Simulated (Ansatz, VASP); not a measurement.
Two plane-wave programs on SrO

```xyz
4
Lattice="3.5611 0.0000 0.0000 -1.7806 3.0840 0.0000 0.0000 0.0000 6.2503" Properties=species:S:1:pos:R:3 pbc="T T T"
Sr    0.0000    0.0000    0.0000
Sr    0.0000    0.0000    3.1252
O     0.0000    2.0560    1.5626
O     1.7806    1.0280    4.6878
```

Alike in both runs: functional PBEsol; k mesh 10 × 10 × 6; occupations gaussian, width 0.05 eV; no spin polarisation.

Ansatz relaxed the structure, and its values are those at the end. VASP's run is a single point on that final structure, the one shown.

|  | VASP | Ansatz |
| --- | --- | --- |
| version | VASP 6.6.1 | Ansatz 0.2.0 |
| potentials or method | VASP PAW PBE potentials, release 64 (Sr_sv, O) | scalar-relativistic, plane waves, PAW |
| plane-wave cutoff (eV) | 520 | 420 |
| valence electrons in the cell | 32 | 32 |

```csv
,VASP,Ansatz,Ansatz less VASP
gap on the k mesh at the Fermi level (eV),3.29,3.33,+0.039
least direct gap on the mesh (eV),3.29,3.33,+0.039
pressure (GPa),-1.1,-1.7,-0.64
```

Caveats: the PAW data sets were made with another functional, which shifts forces and pressure a little (VASP). As with any semilocal functional, this PBEsol gap is likely too small. A k mesh can miss the band edges.
